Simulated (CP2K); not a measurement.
TiO2:

```
Ti O
1.0
     5.30748    0.00000    0.00000
    -2.93252    4.83787    0.00000
    -0.10899    0.15881    6.10366
Ti O
3 6
Direct
  0.44870 0.99488 0.32984
  0.00721 0.45795 0.66406
  0.54072 0.54179 0.99848
  0.40516 0.29946 0.20264
  0.69925 0.10505 0.55972
  0.90788 0.61164 0.89051
  0.29793 0.41377 0.77436
  0.09823 0.68264 0.45277
  0.59491 0.89282 0.12762
```

The cell comes from a database or a generator and needn't be the stable form of this composition.

The cell isn't the ideal one: all atoms moved at random.

Base run:

* Program: CP2K 2026.2
* Functional: PBE
* Dispersion: rVV10
* Potentials or basis: POTENTIAL_UZH Ti GTH-PBE-q12, O GTH-PBE-q6; DZVP-MOLOPT-PBE-GTH basis
* Density cutoff: 8163 eV
* k mesh: 5 × 4 × 4
* Occupations: fermi-dirac, width 0.05 eV
* Spin: no spin polarisation

Its results: band gap on the k mesh 3.46 eV, indirect (least direct gap 3.55 eV); pressure 0.7 GPa; largest force 4.361 eV/Å.

**Question.** After a change of settings the same cell gave: band gap on the k mesh 3.46 eV, indirect (least direct gap 3.55 eV); pressure 3.9 GPa; largest force 4.503 eV/Å. Which change was it?
A. dispersion from rVV10 to D3
B. dispersion from rVV10 to D2
C. dispersion from rVV10 to D3(BJ)
D. dispersion from rVV10 to D4

**Answer.** D.

Caveats: an odd mesh through Γ misses points on the zone boundary, where band edges often lie; the basis of atomic orbitals isn't converged, which shifts pressures, moduli and gaps; forces of over 1 eV/Å show positions far from the minimum, so gaps and moduli don't describe the material at rest.
